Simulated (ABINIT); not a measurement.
GaP:

```
Ga P
1.0
     0.00000    2.72525    2.72525
     2.72525    0.00000    2.72525
     2.72525    2.72525    0.00000
Ga P
1 1
Direct
  0.00000 0.00000 0.00000
  0.75000 0.75000 0.75000
```

Base run:

| Property | Result |
| --- | --- |
| Program | ABINIT 10.8.3 (patched build) |
| Functional | LDA |
| Potentials or basis | JTH PAW LDA v2.0 |
| Cutoff | 544 eV |
| k mesh | 8 × 8 × 8 |
| Occupations | fermi-dirac, width 0.05 eV |
| Spin | no spin polarisation |

Its results: band gap on the k mesh 1.49 eV, indirect (least direct gap 1.60 eV); pressure -2.8 GPa.

Question: After a change of settings the same cell gave: band gap on the k mesh 1.52 eV, indirect (least direct gap 1.56 eV); pressure -1.3 GPa. Which change was it?
A. k mesh from 8 × 8 × 8 to 3 × 3 × 3
B. k mesh from 8 × 8 × 8 to 6 × 6 × 6
C. k mesh from 8 × 8 × 8 to 10 × 10 × 10
D. functional from LDA to BP86; potentials or basis from JTH PAW LDA v2.0 to JTH PAW PBE v2.0

Answer: A.

Caveats: some runs use coarse meshes; an odd mesh through Γ misses points on the zone boundary, where band edges often lie (some runs).
